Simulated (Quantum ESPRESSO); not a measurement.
**ZrS: single point with PBEsol+U**

The system is ZrS.

```
Zr S
1.0
     0.00000    2.62500    2.62500
     2.62500    0.00000    2.62500
     2.62500    2.62500    0.00000
Zr S
1 1
Cartesian
  0.0000 0.0000 0.0000
  2.6250 2.6250 2.6250
```

```yaml
Program: Quantum ESPRESSO 7.5
Task: single point
Functional: PBEsol
Potentials_or_basis: GBRV 1.5 PBEsol
Cutoff: 612 eV
Density_cutoff: 4898 eV
k_mesh: 9 × 9 × 9
Occupations: fermi-dirac, width 0.05 eV
Spin: no spin polarisation
Hubbard_terms: Zr d U = 4 eV
```

The pressure is -2.1 GPa. The band gap on the k mesh is none (metal or under the smearing width).

Levels at points of the mesh, in eV from the Fermi level:
| k point | band 5 | band 6 | band 7 | band 8 | band 9 | band 10 | band 11 | band 12 | band 13 | band 14 |
| --- | --- | --- | --- | --- | --- | --- | --- | --- | --- | --- |
| (0.00, 0.00, 0.00) | -15.99 | -3.67 | -3.67 | -3.67 | -1.28 | -1.28 | -1.28 | -0.14 | -0.14 | 1.51 |

Eigenvalues of the final occupation matrices:
```csv
site,spin,trace,eigenvalues
Zr 1 4d,each,1.54,0.23 0.23 0.36 0.36 0.36
```

Wall time 11 s on 2 MPI ranks on Arm Neoverse V2 (shared host), peak memory 0.22 GiB a rank.

Caveat: U without spin polarisation on a metal has little footing.
